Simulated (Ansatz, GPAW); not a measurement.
# butane-1,4-dithiol between two Al chains: relaxation, then transmission at several levels, part 2 of 5

How well does butane-1,4-dithiol between two Al chains conduct once its atoms have relaxed, and how much do cheaper levels lose?

GPAW 26.7.0 and Ansatz 0.2.0; Ansatz plane waves; relaxation of the junction with the lead ends held; PAW set soft_1 (the session's first sound run).

So far. Step 2 (Relaxing the atoms): The relaxation lowered the energy of the cell by 1.77 eV.

## (3) Plane waves, PBE

A plane-wave run comes first: its basis does not favour the atoms, so it serves as the reference for the orbital bases.

This step: Ansatz plane waves; Landauer transmission by layers, zero bias; PAW set soft_1 (Ansatz 0.2.0).

input.yaml

```yaml
crystal:
  lattice:
    - [10.9519879708, 0.0, 0.0]
    - [0.0, 9.371085779, 0.0]
    - [0.0, 0.0, 39.9656999496]
  atoms:
    - { symbol: Al, position: [0.5, 0.5, 0.0300257471] }
    - { symbol: Al, position: [0.5, 0.5, 0.0900772413] }
    - { symbol: Al, position: [0.5, 0.5, 0.1501287356] }
    - { symbol: Al, position: [0.5, 0.5, 0.2101802298] }
    - { symbol: Al, position: [0.5, 0.5, 0.270231724] }
    - { symbol: Al, position: [0.4983686903, 0.3022850575, 0.313218066] }
    - { symbol: Al, position: [0.493902469, 0.4262903925, 0.3706992196] }
    - { symbol: S, position: [0.456343664, 0.3471973843, 0.4221065626] }
    - { symbol: H, position: [0.5467209423, 0.5675547806, 0.4437848577] }
    - { symbol: C, position: [0.4718702623, 0.4976710145, 0.4518452136] }
    - { symbol: H, position: [0.5805692535, 0.376976801, 0.4868568266] }
    - { symbol: H, position: [0.3866957494, 0.559311417, 0.4511789772] }
    - { symbol: C, position: [0.4956412242, 0.4398176944, 0.4870185382] }
    - { symbol: H, position: [0.4218751824, 0.3653985527, 0.4938223114] }
    - { symbol: H, position: [0.5780624994, 0.6338793563, 0.5063302858] }
    - { symbol: C, position: [0.5042981161, 0.5594616429, 0.5131355292] }
    - { symbol: H, position: [0.6132103699, 0.4399809731, 0.548990647] }
    - { symbol: H, position: [0.4193700891, 0.6223040015, 0.5132917034] }
    - { symbol: C, position: [0.5280569612, 0.501660091, 0.5483145836] }
    - { symbol: H, position: [0.4531815952, 0.4318354289, 0.5563863346] }
    - { symbol: S, position: [0.5436604799, 0.6522248391, 0.5780244451] }
    - { symbol: Al, position: [0.505524234, 0.5737654873, 0.629455182] }
    - { symbol: Al, position: [0.5004516255, 0.6980833144, 0.686884868] }
    - { symbol: Al, position: [0.5, 0.5, 0.729768276] }
    - { symbol: Al, position: [0.5, 0.5, 0.7898197702] }
    - { symbol: Al, position: [0.5, 0.5, 0.8498712644] }
    - { symbol: Al, position: [0.5, 0.5, 0.9099227587] }
    - { symbol: Al, position: [0.5, 0.5, 0.9699742529] }
kpoints:
  mp_grid: { grid: [1, 1, 2] }
hamiltonian:
  xc: pbe
  pseudopotentials: { kind: paw, azcp: { folder: soft_1 } }
scf:
  occupations: { method: fermi_dirac, width: 0.1 }
output:
  transmission:
    leads: [[0, 1]]
    e_range: [-2, 2]
    de: 0.025
    kmesh: [1, 1]
    reduced_basis: true
  write_potential: true
  write_density: true
  volumetric_format: npy
```

The run is started by

```
> ansatz run input.yaml --threads 4 --pin off --max-ram 8192MiB --backend cpu --events-out ev --progress --plain --runs-dir out
```

Numbers of over 12 decimals in the logs are rounded to 6 here.

Log:

```text
[...]
Crystal: 28 atoms, lattice volume = 4101.760 Å³
Basis set: ecut = 420 eV, 80211 PW (Γ)
Bands: 67, of which v1, the nominal top of the filled ones, is band 39 counted from 1 (38 counted from 0)
Symmetry: 1 space group operations
[...]
k-points: 2
[...]
SCF iter   1: F=—  HF=-10446.612310 eV  |F-HF|=—  |Δ(HF+E_count)|=         —  Δρ=2.24e-2  dr2=2.87e1  ethr=3.10e-3  ⟨swp⟩=14.5  Hψ=943  notcnv=0  defer=1
[...]
SCF iter  13: F=-10437.304515 eV  HF=-10437.304515 eV  |F-HF|=2.68e-8  |Δ(HF+E_count)|=   6.42e-8  Δρ=9.86e-7  dr2=9.05e-8  ethr=1.28e-10  ⟨swp⟩=25.5  Hψ=887  notcnv=0
SCF 1 converged in 13 iterations: F = -10437.304515 eV  dr2 = 9.05e-8
[...]
transmission: 50 of 300 steps passed
transmission: 100 of 300 steps passed
[...]
transmission: 300 of 300 steps passed
WARN: The output density's exchange-correlation potential varies sharply where the density is thin. Do not read a vacuum level from v_tot or v_xc, or from such a field of the output density. On a cell that repeats whose density bears no net charge and no dipole along the vacuum's axis use v_es (v_loc + v_h of the components); under efield.dipole_correction with no amplitude use v_es + v_field, which holds any externa [...]
SCF converged after 13 iterations
Free energy (F): -10437.304515 eV
[...]
Internal energy: -10436.694957 eV  (E = F + TS)
E sigma→0 (E₀):  -10436.999736 eV
Entropy (-TS):   -0.609558 eV (-21.770 meV/atom)
Fermi energy:    -3.107261 eV
[...]
--- Band table (eV) ---
  k-point 0: bands = [... 35 lower, -3.4331, -3.3533, -3.2611, -3.1990, -3.0392, -2.9810, -2.7598, -2.7077, ... 24 higher]
  k-point 1: bands = [... 35 lower, -3.4328, -3.3539, -3.2620, -3.1974, -3.0373, -2.9839, -2.7635, -2.7033, ... 24 higher]
--- Transmission ---
  basis      : 903 plane waves across, 50 finite elements along
  points     : 1, standing for a mesh of 1 x 1
  filling    : by the input's occupations and mesh, since the crystals that have channels conduct as metals do. If one of these is a semiconductor, that mesh has misplaced its level
  energies   : 161 from -2.000000 to 2.000000 eV about the Fermi level, 0.025000 eV apart; the leads are filled to 0.000000 eV, and channels, transmission and decay are at 0.000000 eV
  crystal 0  : Al1, at the sites [0, 1], period 2.4000 Å, over 24.00 Å; its Hamiltonian steps by up to 9.0 meV
    offset         : up to 0.0000 Å between an atom of the period and one for which it stands
    filled         : 12.8 meV over the level at which it is neutral
    channels       : 2.000000e0 a spin
    conductance    : 1.5099e14 S/m² at 300 K; may be off by some 0.0 % by where its bands' edges are placed, 0.0 % from the distance to neutral
  junction   : crystal 0 to crystal 0, 0.70 to 38.26 Å
    transmission   : 3.502327e-4 a spin
    error estimate : 1.400491e-7 a spin from the reduction of the transverse basis, at the most 6.366926e-4 at -1.425000 eV
    conductance    : 2.6693e10 S/m² at 300 K (2.6691e10 on every other energy)
    error estimate : 0.0 % from the energy spacing and 0.0 % from band edges of the leads and from resonances (wavevectors taken as independent; lower de), 0.1 % from the reduction of the transverse basis, 6.1 % from the steps of its leads' Hamiltonians or their offsets (lay more layers), 4.3 % from the distance to neutral
    resistance     : 3.7457e1 Ω µm² beyond half of each lead's own
```

Elapsed: 2.3 min, on 4 threads of Intel Xeon Platinum 8375C at 2.90GHz (Ice Lake), shared host; peak memory 3.8 GiB.

Numbers from this step:

* free energy: -10437.3045 eV
* lead level: 0 eV from the Fermi level
* transmission at the Fermi level (one spin): 3.50e-4
* open channels of the lead at the Fermi level (one spin): 2
* step of the potential along the lead: 9 meV
* offset of the lead: 0 Å
* filling of the lead less its bulk value, in size: 12.8 meV
* conductance: 3.54e-4 G₀

One spin. The transmission, zone mean by energy, zero at the Fermi level:

```
energy (eV)  transmission, zone mean
     -2.000                  0.00526
     -1.900                  0.00780
     -1.800                   0.0126
     -1.700                   0.0251
     -1.600                   0.0707
     -1.500                    0.247
     -1.475                    0.280
     -1.400                   0.0899
     -1.300                  0.00203
     -1.200                        0
     -1.100                        0
     -1.000                        0
     -0.900                        0
     -0.800                        0
     -0.700                        0
     -0.600                        0
     -0.500                        0
     -0.400                        0
     -0.300                   4.4e-5
     -0.200                   1.4e-4
     -0.100                   2.4e-4
      0.000                   3.5e-4
      0.100                   4.9e-4
      0.200                   6.9e-4
      0.300                   9.9e-4
      0.400                  0.00142
      0.500                  0.00198
      0.600                  0.00273
      0.700                  0.00374
      0.800                  0.00516
      0.900                  0.00724
      1.000                  0.00996
      1.100                   0.0140
      1.200                   0.0161
      1.300                   0.0101
      1.400                  0.00362
      1.500                  0.00161
      1.600                  0.00142
      1.700                  0.00184
      1.800                  0.00269
      1.900                  0.00410
      2.000                  0.00642
```

One spin. The open channels, zone mean by energy, zero at the Fermi level:

```
energy (eV)  open channels, zone mean
     -2.000                         1
     -1.900                         1
     -1.800                         1
     -1.700                         1
     -1.600                         1
     -1.500                         1
     -1.400                         1
     -1.300                         1
     -1.200                         0
     -1.100                         0
     -1.000                         0
     -0.900                         0
     -0.800                         0
     -0.700                         0
     -0.600                         0
     -0.500                         0
     -0.400                         0
     -0.300                         2
     -0.200                         2
     -0.100                         2
      0.000                         2
      0.100                         2
      0.200                         2
      0.300                         2
      0.400                         2
      0.500                         2
      0.600                         2
      0.700                         2
      0.800                         2
      0.900                         2
      1.000                         3
      1.100                         3
      1.200                         3
      1.300                         3
      1.400                         3
      1.500                         3
      1.600                         3
      1.700                         3
      1.800                         3
      1.900                         3
      2.000                         3
```

Crystal 0, spin -, k parallel (0, 0); distinct values, listed up to 1.5 1/Å. The Im kz of the slowest decaying states by energy, zero at the Fermi level:

```
energy (eV)  decay 1 (Å⁻¹)  decay 2 (Å⁻¹)  decay 3 (Å⁻¹)  decay 4 (Å⁻¹)
     -2.000          0.671          0.672           1.16           1.26
     -1.800          0.628          0.629           1.14           1.24
     -1.600          0.582          0.583           1.12           1.22
     -1.400          0.531          0.532           1.09           1.20
     -1.200         0.0349          0.475          0.476           1.07
     -1.000         0.0785          0.412          0.413           1.05
     -0.800         0.0996          0.337          0.338           1.02
     -0.600          0.112          0.239          0.241          0.994
     -0.400         0.0331         0.0420          0.119          0.967
     -0.200          0.121          0.940           1.06           1.12
      0.000          0.119          0.911           1.04           1.10
      0.200          0.113          0.882           1.01           1.08
      0.400          0.102          0.852          0.983           1.05
      0.600         0.0841          0.820          0.956           1.03
      0.800         0.0542          0.788          0.928          0.999
      1.000          0.753          0.899          0.973           1.01
      1.200          0.717          0.869          0.945          0.980
      1.400          0.680          0.839          0.917          0.952
      1.600          0.640          0.807          0.888          0.924
      1.800          0.597          0.773          0.857          0.894
      2.000          0.550          0.739          0.826          0.864
```

Crystal 0, spin -, k parallel (0, 0). Table of Re kz of states that move upwards by energy, zero at the Fermi level:

```
energy (eV)  channel 1 (Å⁻¹)  channel 2 (Å⁻¹)  channel 3 (Å⁻¹)
     -2.000             1.13                -                -
     -1.800             1.16                -                -
     -1.600             1.20                -                -
     -1.400             1.24                -                -
     -1.200                -                -                -
     -1.000                -                -                -
     -0.800                -                -                -
     -0.600                -                -                -
     -0.400                -                -                -
     -0.200            0.233            0.235                -
      0.000            0.333            0.334                -
      0.200            0.409            0.409                -
      0.400            0.473            0.473                -
      0.600            0.529            0.529                -
      0.800            0.580            0.580                -
      1.000            -1.26            0.626            0.627
      1.200            -1.22            0.670            0.670
      1.400            -1.19            0.711            0.711
      1.600            -1.16            0.749            0.750
      1.800            -1.14            0.786            0.786
      2.000            -1.11            0.821            0.821
```

The electrostatic potential energy of an electron (with the applied field's), less the Fermi level, planar mean oscillates, so the rows of the table below give means over windows of 2 Å about each position, cut where the curve ends. Its first 14 maxima inside the range that stand out by 2 % of the span (Å: eV): 2.4: 3.92, 4.7: 3.91, 7.3: 3.89, 9.6: 3.85, 11.7: 3.25, 12.6: 3.28, 13.6: 3.63, 16.0: 3.51, 17.5: 2.86, 18.8: 3.39, 20.0: 2.70, 21.2: 3.39, 22.5: 2.86, 24.0: 3.51. Its first 14 minima: 1.5: 3.40, 3.8: 3.40, 5.8: 3.39, 8.1: 3.36, 11.2: 3.19, 12.0: 3.19, 12.9: 3.25, 15.1: 3.05, 17.0: 2.80, 17.9: 2.59, 19.5: 2.49, 20.4: 2.49, 22.1: 2.59, 22.9: 2.80.

Table of electrostatic potential energy of an electron (with the applied field's), less the Fermi level, planar mean by z; means over each step:

z (Å), electrostatic potential energy of an electron (with the applied field's), less the Fermi level, planar mean (eV) and a bar from the least value:
```
        0       3.64 ##############################
        2       3.63 ##############################
        4       3.57 ############################
        6       3.53 ##########################
        8       3.54 ###########################
       10       3.54 ###########################
       12       3.23 #################
       14       3.34 ####################
       16       3.16 ###############
       18       2.93 #######
       20       2.71 
       22       2.92 #######
       24       3.17 ###############
       26       3.34 ####################
       28       3.23 #################
       30       3.54 ###########################
       32       3.55 ###########################
       34       3.53 ##########################
       36       3.57 ############################
       38       3.63 ##############################
```

The valence density, planar mean oscillates, so the rows of the table below give means over windows of 2 Å about each position, cut where the curve ends. Its first 14 maxima inside the range that stand out by 2 % of the span (Å: e/Å³): 2.4: 0.0139, 4.7: 0.0139, 7.1: 0.0139, 9.3: 0.0139, 11.7: 0.0194, 13.9: 0.0143, 17.8: 0.0582, 19.7: 0.0599, 20.3: 0.0599, 22.2: 0.0583, 26.1: 0.0143, 28.3: 0.0194, 30.6: 0.0139, 32.9: 0.0139. Its first 14 minima: 1.2: 0.00993, 3.6: 0.00995, 5.9: 0.0100, 8.3: 0.0101, 10.5: 0.0115, 12.9: 0.0127, 15.0: 0.00978, 18.8: 0.0285, 20.0: 0.0579, 21.2: 0.0285, 25.0: 0.00978, 27.1: 0.0127, 29.5: 0.0115, 31.7: 0.0101.

The valence density, planar mean by z; means over each step:

```
z (Å)  valence density, planar mean (e/Å³)
    0                               0.0126
    2                               0.0124
    4                               0.0120
    6                               0.0119
    8                               0.0120
   10                               0.0129
   12                               0.0159
   14                               0.0129
   16                               0.0238
   18                               0.0446
   20                               0.0512
   22                               0.0447
   24                               0.0234
   26                               0.0129
   28                               0.0160
   30                               0.0129
   32                               0.0120
   34                               0.0119
   36                               0.0120
   38                               0.0123
```

The largest of the program's own error estimates on the conductance is 6.1 %. T at the Fermi level is 3.5e-4 of 2 open channels a spin.

(Continued in part 3 of 5.)

[Logs are printed without paths, hosts, clocks, repeated set-up lines and the standing remarks that a program may print on its own settings, such as how far it seeks lower states.]

[Hosts, paths, dates, database ids (printed as entryN), source tags and the programs' standing remarks are cut or masked in the printed files.]
